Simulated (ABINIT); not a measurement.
The system is GaN.

```
CELL_PARAMETERS angstrom
0.00000 2.25350 2.25350
2.25350 0.00000 2.25350
2.25350 2.25350 0.00000
ATOMIC_POSITIONS crystal
Ga 0.00000 0.00000 0.00000
N 0.25000 0.25000 0.25000
```

The cell is a database's computed one.

Base run:

- Program: ABINIT 10.8.3 (patched build)
- Functional: SCAN
- Potentials or basis: JTH PAW PBE v2.0
- Cutoff: 844 eV
- k mesh: 10 × 10 × 10
- Occupations: fermi-dirac, width 0.05 eV
- Spin: no spin polarisation

Its results: band gap on the k mesh 2.08 eV, direct; pressure 1.5 GPa.

After a change of settings the same cell gave: band gap on the k mesh 1.84 eV, direct; pressure 10.8 GPa. Which change was it?
A. functional from SCAN to BLYP
B. functional from SCAN to AM05
C. functional from SCAN to WC
D. functional from SCAN to PBE; cutoff from 844 eV to 707 eV; fine-grid cutoff from 1442.2 eV to 1306.15 eV

A.

SCAN gives the wider gap, since meta-GGAs in the generalised Kohn-Sham scheme recover part of the derivative discontinuity.

Caveats: the PAW data sets were made with another functional, which shifts forces and pressure a little.
